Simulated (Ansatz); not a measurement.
## TiO2: Ti-47 NMR of the central transition

Cell: an entry of the Crystallography Open Database (COD; perhaps a calculated or model structure), ions relaxed with PBE at fixed cell.

Space group P3_121 (No. 152); a = 5.2910, c = 6.1330 Å, γ = 120.00°.

| site | Wyckoff | site symmetry | x | y | z |
| --- | --- | --- | --- | --- | --- |
| Ti | 3a | .2. | 0.4532 | 0.0000 | 0.3333 |
| O | 6c | 1 | 0.4080 | 0.2957 | 0.2300 |

One atom of each set is listed.

All values are calculated (Ansatz; DFT, PBE, plane waves and PAW, scalar-relativistic, 420 eV cutoff, Γ-centred 6×6×5 k-points, Fermi–Dirac smearing 0.01 eV), not measured.

Ti-47 has I = 5/2 and Q = 302.0 mb (Pyykkö 2018); at 11.7 T its Larmor frequency is ν₀ = 28.1 MHz. Only the quadrupole interaction is simulated: positions count from each site's isotropic chemical shift, and shift anisotropy, dipolar and J coupling are left out.

Problem. Give C_Q, η, the quadrupolar product P_Q = |C_Q|(1 + η²/3)^½, the second-order isotropic shift and the breadth of the pattern (static powder) for each Ti site.

Solution. 

| site | first shell | C_Q (MHz) | η | P_Q (MHz) | δ_QIS (ppm) | breadth (kHz) |
| --- | --- | --- | --- | --- | --- | --- |
| Ti | 4 O at 1.81–1.82 Å | -17.2 | 0.06 | 17.2 | -2235 | 345 |

δ_QIS = −(ν_Q²/30ν₀²)[I(I+1) − 3/4](1 + η²/3) × 10⁶ ppm with ν_Q = 3|C_Q|/[2I(2I−1)]; it falls as 1/B₀² in ppm, and the breadth as 1/B₀ in kHz.

The relaxation (5 steps) took 74 s of wall time (74 s of CPU time) and 0.47 GiB at its peak, on 1 thread of Arm Neoverse V2 (aarch64; 8 cores open to the job, memory cap 3.0 GiB, no GPU), a shared host with a load of 0.5 a core.
